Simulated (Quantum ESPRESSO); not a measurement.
The system is Ta.

```
CELL_PARAMETERS angstrom
-1.65128 1.65128 1.65128
1.65128 -1.65128 1.65128
1.65128 1.65128 -1.65128
ATOMIC_POSITIONS crystal
Ta 0.00000 0.00000 0.00000
```

* Program: Quantum ESPRESSO 7.5
* Task: phonons and electron-phonon coupling
* Functional: PBEsol
* Potentials or basis: PseudoDojo 0.4.1 SR PBEsol standard
* Cutoff: 789 eV
* Density cutoff: 3157 eV
* k mesh: 12 × 12 × 12
* Occupations: methfessel-paxton, width 0.272 eV
* Spin: no spin polarisation
* Mixing beta: 0.5
* Most SCF iterations: 120
* SCF threshold: 2e-10 Ry
* q mesh: 4 × 4 × 4

The cell and the atoms were relaxed first, to 17.60 Å³/atom (a = 2.838 Å, b = 2.838 Å, c = 2.838 Å, α = 109.47°, β = 109.47°, γ = 109.47°), and the response was taken there.

Levels for the coupling come from a 36 × 36 × 36 mesh; ten broadenings of the double delta from 0.07 to 0.68 eV; Tc from the McMillan formula in the Allen-Dynes form.

Problem. How strong is the electron-phonon coupling, and what superconducting temperature follows?

Solution. Over broadenings from 0.27 to 0.54 eV, λ lies between 0.96 and 1.05 and ω_log near 136 K, which gives Tc from 8.8 to 10.2 K at μ* = 0.10 and from 7.5 to 8.9 K at μ* = 0.13.

Electron-phonon coupling by broadening of the double delta (levels on a 36 × 36 × 36 mesh):
```
broadening (eV)     λ  N(E_F) (states/eV a spin and cell)  ω_log (K)  Tc, μ* 0.10 (K)  Tc, μ* 0.13 (K)
           0.07  0.94                               0.557        135              8.5              7.2
           0.14  1.03                               0.626        135              9.7              8.4
           0.20  1.05                               0.643        135             10.2              8.8
           0.27  1.05                               0.647        136             10.2              8.9
           0.34  1.04                               0.642        136             10.0              8.7
           0.41  1.01                               0.632        136              9.7              8.3
           0.48  0.99                               0.618        136              9.3              7.9
           0.54  0.96                               0.603        136              8.8              7.5
           0.61  0.93                               0.588        136              8.4              7.1
           0.68  0.90                               0.573        136              8.0              6.7
```

Coupling and linewidth of each mode at the computed q points (broadening 0.27 eV):
| q | cm⁻¹ | λ of the modes | linewidths (GHz) |
| --- | --- | --- | --- |
| (0.00, 0.00, 0.25) | 64 75 113 | 0.37 0.23 0.29 | 11 10 28 |
| (0.00, 0.00, -0.50) | 96 144 146 | 0.38 0.16 0.60 | 26 25 97 |
| (0.00, 0.25, 0.25) | 95 102 151 | 0.37 0.41 0.20 | 25 32 34 |
| (0.25, 0.25, 0.25) | 129 129 129 | 0.42 0.42 0.43 | 54 53 54 |
| (0.25, 0.25, -0.25) | 103 103 147 | 0.38 0.38 0.26 | 31 31 42 |
| (0.25, -0.50, -0.50) | 111 145 156 | 0.48 0.31 0.10 | 44 50 18 |
| (-0.50, -0.50, -0.50) | 170 170 170 | 0.11 0.11 0.11 | 25 24 24 |

Eliashberg function at a broadening of 0.27 eV:
```
cm⁻¹    α²F
   4  0.000
  13  0.005
  22  0.016
  30  0.032
  39  0.058
  48  0.087
  56  0.121
  65  0.163
  74  0.219
  82  0.317
  91  0.599
 100  0.608
 108  0.410
 117  0.398
 126  0.492
 134  0.379
 143  0.976
 152  0.478
 160  0.080
 169  0.015
```

The smallest broadenings aren't converged on these meshes, and μ* is assumed, not computed; spin fluctuations are left out.

Caveat: λ from interpolated matrix elements is rough: modes that symmetry makes equal can differ by tens of percent.
